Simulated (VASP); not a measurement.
# Li3HS (Pm-3m) in VASP: notebook

The runs below take Li3HS through relaxation of cell and atoms, with LDA, RPBE.

Program: VASP 6.6.1. These are calculated values, not measurements. Logs are shortened: lines on timing, memory, paths and dates and some standing lists are left out, and cuts for length are marked.

### 1 Starting point

It takes space group Pm-3m (No. 221, cubic). Conventional cell: a = 3.699 Å, b = 3.699 Å, c = 3.699 Å, α = 90.00°, β = 90.00°, γ = 90.00°. S (site symmetry m-3m) is surrounded by 12 Li at 2.62 Å. Around H (site symmetry m-3m) lie 6 Li at 1.85 Å. Li (site symmetry 4/mmm) is surrounded by 2 H at 1.85 Å.

The cell comes from a database or a generator and needn't be the stable form of this composition.

### 2 Relaxation of cell and atoms, LDA

Contents of INCAR:

```
PREC     = Accurate       # precision mode
ENCUT    = 600            # plane-wave cutoff, eV
EDIFF    = 1E-7           # SCF threshold, eV
ISMEAR   = 0              # smearing method
SIGMA    = 0.03           # smearing width, eV
LREAL    = F              # projectors in reciprocal space
LASPH    = T              # aspherical terms in the spheres
NELM     = 80             # most SCF steps
ALGO     = Normal         # electronic algorithm
ISIF     = 3              # what is computed and relaxed
LWAVE    = F              # write WAVECAR
LCHARG   = F              # write CHGCAR
GGA      = CA             # functional
IBRION   = 2              # ionic algorithm
NSW      = 90             # ionic steps
EDIFFG   = -0.005         # ionic threshold
```

Contents of KPOINTS:

```
Automatic mesh
0
Gamma
  8 8 8
```

Contents of POSCAR:

```
Li3HS                                   
1.0
    3.6985033235      0.0000000000     -0.0000000000
   -0.0000000000      3.6985033235      0.0000000000
   -0.0000000000     -0.0000000000      3.6985033235
  S               H               Li            
     1     1     3
Direct
     0.5000000000000000    0.5000000000000000    0.5000000000000000
     0.0000000000000000    0.0000000000000000    0.0000000000000000
     0.5000000000000000    0.0000000000000000    0.0000000000000000
     0.0000000000000000    0.5000000000000000    0.0000000000000000
     0.0000000000000000    0.0000000000000000    0.5000000000000000
```

Potentials or basis: VASP PAW LDA potentials, release 64 (S, H, Li_sv).

Run with:

```
> cat potpaw_LDA.64/S/POTCAR potpaw_LDA.64/H/POTCAR potpaw_LDA.64/Li_sv/POTCAR > POTCAR
> mpirun -np 1 vasp_std > vasp.out
```

OUTCAR:

```text
PREC = Accurate
   ENCUT = 600
   EDIFF = 1E-7
   ISMEAR = 0
   LREAL = F
   LASPH = T
   NELM = 80
   ISIF = 3
   GGA = CA
   IBRION = 2
   NSW = 90
   EDIFFG = -0.005

 ion  position               nearest neighbor table
   1  0.500  0.500  0.500-   3 2.62   4 2.62   5 2.62   3 2.62   4 2.62   3 2.62   5 2.62   3 2.62
                             4 2.62   5 2.62   4 2.62   5 2.62
   2  0.000  0.000  0.000-
   3  0.500  0.000  0.000-   1 2.62   1 2.62   1 2.62   1 2.62
   4  0.000  0.500  0.000-   1 2.62   1 2.62   1 2.62   1 2.62
   5  0.000  0.000  0.500-   1 2.62   1 2.62   1 2.62   1 2.62

  LATTYP: Found a simple cubic cell.
 ALAT       =     3.6985033235

  Lattice vectors:

 A1 = (   3.6985033235,   0.0000000000,   0.0000000000)
 A2 = (   0.0000000000,   3.6985033235,   0.0000000000)
 A3 = (   0.0000000000,   0.0000000000,   3.6985033235)

Analysis of symmetry for initial positions (statically):
=====================================================================
 Subroutine PRICEL returns:
 Original cell was already a primitive cell.

 Routine SETGRP: Setting up the symmetry group for a
 simple cubic supercell.

 Subroutine GETGRP returns: Found 48 space group operations
 (whereof 48 operations were pure point group operations)
 out of a pool of 48 trial point group operations.

The static configuration has the point symmetry O_h .

Analysis of symmetry for dynamics (positions and initial velocities):
=====================================================================
 Subroutine PRICEL returns:
 Original cell was already a primitive cell.

 Routine SETGRP: Setting up the symmetry group for a
 simple cubic supercell.

 Subroutine GETGRP returns: Found 48 space group operations
 (whereof 48 operations were pure point group operations)
 out of a pool of 48 trial point group operations.

The dynamic configuration has the point symmetry O_h .

 Subroutine INISYM returns: Found 48 space group operations
 (whereof 48 operations are pure point group operations),
 and found     1 'primitive' translations

----------------------------------------------------------------------------------------

                                     Primitive cell

[... 169 lines left out ...]
 -----------------------------------------------------------------------------------
      1.84925      1.84925      1.84925         0.000000      0.000000      0.000000
      0.00000      0.00000      0.00000         0.000000      0.000000      0.000000
      1.84925      0.00000      0.00000         0.000000      0.000000      0.000000
      0.00000      1.84925      0.00000         0.000000      0.000000      0.000000
      0.00000      0.00000      1.84925         0.000000      0.000000      0.000000
 -----------------------------------------------------------------------------------
    total drift:                                0.000000     -0.000000      0.000000

  FREE ENERGIE OF THE ION-ELECTRON SYSTEM (eV)
  ---------------------------------------------------
  free  energy   TOTEN  =       -19.3361291394 eV

  energy  without entropy=      -19.3361291394  energy(sigma->0) =      -19.33612914

--------------------------------------- Ionic step        2  -------------------------------------------

 number of electron      16.0000014 magnetization

 Free energy of the ion-electron system (eV)
  ---------------------------------------------------
  ext. energy  EPLUGINS =         0.00000000
  ---------------------------------------------------
  free energy    TOTEN  =       -19.33615001 eV

  energy without entropy =      -19.33615001  energy(sigma->0) =      -19.33615001

 E-fermi :   3.1374     XC(G=0):  -9.7267

 val. band max:        2.8516895684   @ k =   0.5000   0.5000   0.0000
 cond. band min:       7.2276483269   @ k =   0.5000   0.0000   0.0000
 fundamental gap:      4.3759587585
 Fermi energy:         3.1374137173

 k-point     1 :       0.0000    0.0000    0.0000
  band No.  band energies     occupation
      1     -40.8580      2.00000
      2     -40.7431      2.00000
      3     -40.7431      2.00000
      4      -8.7269      2.00000
      5       0.4439      2.00000
      6       1.5393      2.00000
      7       1.5393      2.00000
      8       1.5393      2.00000
      9       9.2390      0.00000
     10       9.2390      0.00000
     11      10.2776      0.00000
     12      10.2776      0.00000
[... 331 lines left out ...]
 k-point    24 :       0.5000    0.3750    0.1250
  band No.  band energies     occupation
      1     -40.7928      2.00000
      2     -40.7790      2.00000
      3     -40.7657      2.00000
      4      -7.9968      2.00000
      5      -1.0981      2.00000
      6       0.0359      2.00000
      7       0.2832      2.00000
      8       2.1308      2.00000
      9       8.5990      0.00000
     10       8.6191      0.00000
     11       9.8388      0.00000
     12      10.6410      0.00000

 [... further k-points ...]

------------------------ aborting loop because EDIFF is reached ----------------------------------------

  FORCE on cell =-STRESS in cart. coord.  units (eV):
  Direction    XX          YY          ZZ          XY          YZ          ZX
  --------------------------------------------------------------------------------------
  -------------------------------------------------------------------------------------
  Total        0.0154728      0.0154728      0.0154728      0.0000000      0.0000000      0.0000000
  in kB        0.4895727      0.4895727      0.4895727      0.0000000      0.0000000      0.0000000
  external PRESSURE =       0.4895727 kB  Pullay stress =       0.0000000 kB

 VOLUME and BASIS-vectors are now :
 -----------------------------------------------------------------------------
  energy-cutoff  :      600.00
  volume of cell :       50.64
      direct lattice vectors                 reciprocal lattice vectors
     3.699592319 -0.000000000  0.000000000     0.270300053  0.000000000  0.000000000
    -0.000000000  3.699592319  0.000000000     0.000000000  0.270300053  0.000000000
    -0.000000000 -0.000000000  3.699592319    -0.000000000 -0.000000000  0.270300053

 POSITION                                       TOTAL-FORCE (eV/Angst)
 -----------------------------------------------------------------------------------
      1.84980      1.84980      1.84980         0.000000      0.000000      0.000000
      0.00000      0.00000      0.00000        -0.000000      0.000000      0.000000
      1.84980     -0.00000      0.00000        -0.000000      0.000000      0.000000
     -0.00000      1.84980      0.00000        -0.000000      0.000000      0.000000
     -0.00000     -0.00000      1.84980        -0.000000     -0.000000      0.000000
 -----------------------------------------------------------------------------------
    total drift:                                0.000000     -0.000000      0.000000

  FREE ENERGIE OF THE ION-ELECTRON SYSTEM (eV)
  ---------------------------------------------------
  free  energy   TOTEN  =       -19.3361500129 eV

  energy  without entropy=      -19.3361500129  energy(sigma->0) =      -19.33615001

 reached required accuracy - stopping structural energy minimisation
```

OSZICAR:

```text
N       E                     dE             d eps       ncg     rms          rms(c)
DAV:   1     0.643930642354E+02    0.64393E+02   -0.76963E+03   840   0.147E+03
DAV:   2    -0.100209213830E+02   -0.74414E+02   -0.71149E+02  1020   0.282E+02
DAV:   3    -0.196164050166E+02   -0.95955E+01   -0.95427E+01  1620   0.721E+01
[... 13 lines left out ...]
DAV:   1    -0.193361763214E+02   -0.47168E-04   -0.50041E-04   884   0.191E-01    0.393E-02
DAV:   2    -0.193361548756E+02    0.21446E-04   -0.10446E-04  1088   0.863E-02    0.204E-02
DAV:   3    -0.193361507007E+02    0.41749E-05   -0.11548E-05  1024   0.253E-02    0.960E-03
DAV:   4    -0.193361500438E+02    0.65687E-06   -0.13210E-06  1380   0.842E-03    0.286E-03
DAV:   5    -0.193361500129E+02    0.30920E-07   -0.25287E-07  1004   0.398E-03
   2 F= -.19336150E+02 E0= -.19336150E+02  d E =-.208734E-04
```

CONTCAR:

```text
Li3HS
   1.00000000000000
     3.6995923186648492   -0.0000000000000000    0.0000000000000000
    -0.0000000000000000    3.6995923186648492    0.0000000000000000
    -0.0000000000000000   -0.0000000000000000    3.6995923186648492
  S               H               Li
     1     1     3
Direct
     0.5000000000000000    0.5000000000000000    0.5000000000000000
     0.0000000000000000    0.0000000000000000    0.0000000000000000
     0.5000000000000000    0.0000000000000000    0.0000000000000000
     0.0000000000000000    0.5000000000000000    0.0000000000000000
     0.0000000000000000    0.0000000000000000    0.5000000000000000

  0.00000000E+00  0.00000000E+00  0.00000000E+00
  0.00000000E+00  0.00000000E+00  0.00000000E+00
  0.00000000E+00  0.00000000E+00  0.00000000E+00
  0.00000000E+00  0.00000000E+00  0.00000000E+00
  0.00000000E+00  0.00000000E+00  0.00000000E+00
```

Run time: 23 s. Hardware: 1 thread of AMD EPYC 7R13 (Zen 3), shared host; peak memory 0.13 GiB.

What came out:

- Free energy: -19.3362 eV
- Relaxed volume: 10.13 Å³/atom
- Relaxed cell: a = 3.700 Å, b = 3.700 Å, c = 3.700 Å, α = 90.00°, β = 90.00°, γ = 90.00°
- Space group after relaxing (to 0.05 Å): Pm-3m (No. 221)
- Energy gained by relaxing: 0.0 meV/atom
- Ionic steps: 2
- Pressure after relaxing: 0.0 GPa
- Band gap on the k mesh: 4.38 eV, indirect (least direct gap 4.73 eV)

Final structure:
```
CELL_PARAMETERS angstrom
3.69959 0.00000 0.00000
0.00000 3.69959 0.00000
0.00000 0.00000 3.69959
ATOMIC_POSITIONS crystal
S 0.50000 0.50000 0.50000
H 0.00000 0.00000 0.00000
Li 0.50000 0.00000 0.00000
Li 0.00000 0.50000 0.00000
Li 0.00000 0.00000 0.50000
```

Caveat: the cutoff is under 1.25 times the usual one of these potentials, so pressure, stress and relaxed cells hold a basis-set (Pulay) error. A k mesh can miss the band edges.

(Continued in part 2 of 2.)
